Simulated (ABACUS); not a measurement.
Crystal: GaSb.

```
CELL_PARAMETERS angstrom
-2.75343 2.75343 1.59071
2.75343 -2.75343 1.59071
2.75343 2.75343 -1.59071
ATOMIC_POSITIONS crystal
Sb 0.00000 0.00000 0.00000
Ga 0.75000 0.25000 0.50000
```

Measurements of this composition are mostly on another form, of space group No. 216.

Base run:

| Item | Value |
| --- | --- |
| Program | ABACUS 3.10.1 |
| Functional | r2SCAN |
| Potentials or basis | SG15 ONCV 1.2 PBE |
| Cutoff | 1361 eV |
| Density cutoff | 5442 eV |
| Basis | DZP LCAO (the cutoffs set its grid) |
| k mesh | 10 × 10 × 10 |
| Occupations | fermi-dirac, width 0.05 eV |
| Spin | no spin polarisation |

Its results: band gap on the k mesh none (metal or under the smearing width); pressure -1.7 GPa.

Question: The run is repeated on the same cell with these changes: functional from r2SCAN to TPSS. What comes out?

Answer: Band gap on the k mesh none (metal or under the smearing width); pressure -0.5 GPa.

Caveats: the atomic orbitals were generated for these runs and aren't a published set; the potentials were made for another functional, which shifts forces and pressure; the basis of atomic orbitals isn't converged, which shifts pressures, moduli and gaps.
